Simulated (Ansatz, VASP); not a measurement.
# One calculation of Al2Cu, two programs

INCAR

```
SYSTEM = Al2Cu
PREC     = Accurate       ! precision mode
ENCUT    = 520            ! plane-wave cutoff, eV
EDIFF    = 1E-7           ! SCF threshold, eV
ISMEAR   = 0              ! smearing method
SIGMA    = 0.1            ! smearing width, eV
LREAL    = .FALSE.        ! projectors in reciprocal space
LASPH    = .TRUE.         ! aspherical terms in the spheres
NELM     = 100            ! most SCF steps
ALGO     = Fast           ! electronic algorithm
ISIF     = 2              ! what is computed and relaxed
LWAVE    = .FALSE.        ! write WAVECAR
LCHARG   = .FALSE.        ! write CHGCAR
NBANDS   = 16             ! bands
```

The input KPOINTS:

```
Automatic mesh
0
G
  4 4 6
  0 0 0
```

Contents of POSCAR:

```
Al2Cu
1.0
    4.3009562953      0.0000000000      0.0000000000
    0.0000000000      4.3009562953      0.0000000000
    0.0000000000      0.0000000000      3.0291984250
Al Cu
2 1
Direct
    0.5000000000      0.0000000000      0.5000000000
    0.0000000000      0.5000000000      0.5000000000
    0.0000000000      0.0000000000      0.0000000000
```

Input for Ansatz:

```yaml
crystal:
  lattice:
    - [4.3009562953, 0.0, 0.0]
    - [0.0, 4.3009562953, 0.0]
    - [0.0, 0.0, 3.029198425]
  atoms:
    - { symbol: Al, position: [0.5, 0.0, 0.5] }
    - { symbol: Al, position: [0.0, 0.5, 0.5] }
    - { symbol: Cu, position: [0.0, 0.0, 0.0] }
basis: {}
kpoints:
  mp_grid: { grid: [4, 4, 6] }
hamiltonian:
  xc: lda
scf:
  occupations: { method: gaussian, width: 0.1 }
  mixing: { preconditioner: kerker }
  initial_density: { chi_scale: 0, normalization: atom }
  max_iter: 40
output:
  forces: true
  stress: true
  eigenvalues: true
```

Alike in both runs: task single point; functional LDA; k mesh 4 × 4 × 6; occupations gaussian, width 0.1 eV; no spin polarisation.

|  | VASP | Ansatz |
| --- | --- | --- |
| version | VASP 6.6.1 | Ansatz 0.2.0 |
| potentials or method | VASP PAW LDA potentials, release 64 (Al, Cu) | scalar-relativistic, plane waves, PAW |
| plane-wave cutoff (eV) | 520 | 420 |
| valence electrons in the cell | 17 | 25 |

```csv
,VASP,Ansatz,Ansatz less VASP
gap on the k mesh at the Fermi level (eV),none,none,-
pressure (GPa),-12.8,-13.0,-0.13
largest component of the traceless stress (GPa),0.73,0.64,-0.097
```

A gap of «none» marks a metal or a gap that the smearing closes. The two sets of potentials don't hold the same shells in valence.

Caveats: the k mesh is coarse (spacing up to 0.37 Å⁻¹), so the values aren't converged.
